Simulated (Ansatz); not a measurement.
# A series in volume scale on PbSe

Results calculated with Ansatz 0.2.0, not measured. Periodic Kohn-Sham DFT of a crystal at fixed atoms, scaled to volume_scale times the given cell; pressure positive in compression, energy less spherical unpolarised free atoms, largest_vzz the field gradient of largest size among the nuclei.

The cell before it is scaled or strained (space group Fm-3m, No. 225):
```
cell vectors (Å)
   0.0000     3.0621     3.0621
   3.0621     0.0000     3.0621
   3.0621     3.0621     0.0000
atoms (fractions of the cell vectors)
Pb  0.00000  0.00000  0.00000
Se  0.50000  0.50000  0.50000
```

Settings of every row: method all-electron PAW; functional PBEsol; relativity scalar; k mesh 9x9x9; filling fermi-dirac; smearing width 0.01 eV; nucleus gaussian.

Atom start moment: 0 on all atoms.

Limits: no spin-orbit coupling on heavy atoms.

Limits of some rows: small gap, it may come from the mesh (row 3, 5, 6, 7, 8).

```
row  volume scale  V (Å³/atom)  pressure (GPa)
  1          0.94       26.989           3.033
  2          0.96       27.563           1.697
  3          0.98        28.14           0.498
  4          0.99       28.425          -0.054
  5             1       28.713          -0.577
  6          1.01       29.002               ?
  7          1.02       29.289          -1.541
  8          1.04       29.863          -2.406
  9          1.06       30.434          -3.181
```

Question: what pressure should row 6 give?

Worked fit of pressure. Take u = (V_r/V)^(2/3) − 1 with V_r = 28.569 Å³ an atom, which is twice the finite (Eulerian) strain; such expansions in the strain, on which the Birch-Murnaghan equation of state is built, carry the rest volume and the bulk modulus. The shown rows have u = 0.03866, 0.02419, 0.01014, 0.00337, -0.00335, -0.01646, -0.0291, -0.04128. Least squares give pressure = −0.3172 + 77.894 × u + 216.94 × u² + 252 × u³ GPa; a parabola predicts inner rows, each left out in turn, worse (root mean square 0.0043 against 0.0022 GPa). The rows lie off it by 0.000, -0.001, 0.003, -0.002, -0.001, 0.001, 0.000, 0.000. The pressure vanishes at u = 0.0040, or V = 28.4 Å³ an atom, and there the bulk modulus at fixed shape and fractions is B = −V dP/dV = (2/3)(1 + u) dP/du = 53.3 GPa. The withheld row has u = -0.00998, so the fit gives −0.3172 + 77.894 × (-0.00998) + 216.94 × (-0.00998)² + 252 × (-0.00998)³ = -1.073 GPa.

The calculation gave -1.072 GPa. The fit lies 0.001 GPa (0.016 % of the column's range) below it, one unit of the last digit.
